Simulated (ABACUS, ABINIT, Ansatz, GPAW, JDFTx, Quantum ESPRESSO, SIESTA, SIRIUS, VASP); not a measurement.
One calculation of MoS2, 10 ways

```xyz
3
Lattice="1.5800 0.9122 6.1500 -1.5800 0.9122 6.1500 0.0000 -1.8244 6.1500" Properties=species:S:1:pos:R:3 pbc="T T T"
Mo    0.0000    0.0000    0.0000
S     0.0000    0.0000    7.6936
S     0.0000    0.0000    4.6125
```

Measurements of this composition are mostly on another form, of space group No. 194.

Alike in all runs: task single point; functional PBE; k mesh 10 × 10 × 10; occupations fermi-dirac, width 0.05 eV; no spin polarisation; no spin-orbit coupling. Pressure is positive in compression and, in plane waves, holds the error of the finite cutoff, which Ansatz's Pulay term estimates and takes out.

```csv
program and potentials,plane-wave cutoff (eV),notes,pressure (GPa),largest force (eV/Å)
"Ansatz, all-electron LAPW, scalar-relativistic",-,-,5.37,0.522
"ABINIT, JTH PAW PBE v2.0",544,-,5.36,0.526
"VASP, PBE PAW files Mo_sv, S, 520 eV",520,-,5.21,0.506
"GPAW, GPAW PAW data sets (gpaw-data 1.2.1)",600,-,5.29,0.528
"JDFTx, PseudoDojo-SR-PBE-0.5-standard",1088,-,5.42,0.531
"Ansatz, Ansatz PAW (earlier soft set)",420,Pulay term of +0.03 GPa included,5.36,0.522
"SIRIUS, PseudoDojo 0.4.1 PBE standard (scalar relativistic)",1102,-,5.41,0.529
"ABACUS, PseudoDojo NC SR 0.4.1 PBE standard, plane waves",1102,-,5.42,0.533
"SIESTA, files PseudoDojo sr-pbe-0.4.1-standard, DZP (energy shift 0.003 Ry; two zetas on semicore shells)",-,atomic basis,8.32,0.964
"Quantum ESPRESSO, SSSP 1.3 efficiency PBE",816,-,?,?
```

**Question.** Estimate from the other rows what the run with Quantum ESPRESSO, SSSP 1.3 efficiency PBE gave.

**Answer.** Pressure 5.27 GPa; largest force 0.521 eV/Å. The other rows, which needn't bracket it: pressure 5.21 to 8.32; largest force 0.506 to 0.964.
